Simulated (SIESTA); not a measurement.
Runs of SIESTA 5.4.2 on In. The structure is tetragonal, space group I4/mmm (No. 139). Conventional cell: a = 3.251 Å, b = 3.251 Å, c = 4.947 Å, α = 90.00°, β = 90.00°, γ = 90.00°. In (site symmetry 4/mmm) is surrounded by 12 In at 3.25 to 3.38 Å. 

```tsv
potentials or basis	gap on the mesh (eV)	pressure (GPa)
PseudoDojo 0.4 standard (PBE files), DZ (energy shift 0.003 Ry; two zetas on semicore shells)	none	1.2
PseudoDojo 0.4 standard (PBE files), SZ (energy shift 0.003 Ry; radii capped at 9.5 bohr)	none	(a)
PseudoDojo 0.4 standard (PBE files), TZP (energy shift 0.003 Ry; two zetas on semicore shells)	none	2.1
PseudoDojo 0.4 standard (PBE files), TZDP (energy shift 0.003 Ry; two zetas on semicore shells)	none	2.1
PseudoDojo 0.4 standard (PBE files), DZDP (energy shift 0.003 Ry; two zetas on semicore shells)	none	2.4
```

Alike in all rows: task band structure; level PBE; no spin polarisation; cell as given; k mesh 11 × 11 × 11; smearing fermi-dirac 0.05 eV; grid cutoff 500 Ry; energy shift 0.003 Ry.

Question: Fill in the values left out.

Answer: (a) 6.5.

Caveats: spin-orbit coupling is left out, which moves the levels of the heavy elements; the basis of atomic orbitals isn't converged, which shifts pressures, moduli and gaps; the basis has no polarisation orbitals (some runs).

A k mesh can miss the band edges, and the runs leave out spin-orbit coupling on In.

A gap of «none» marks a metal or a gap under the smearing width.
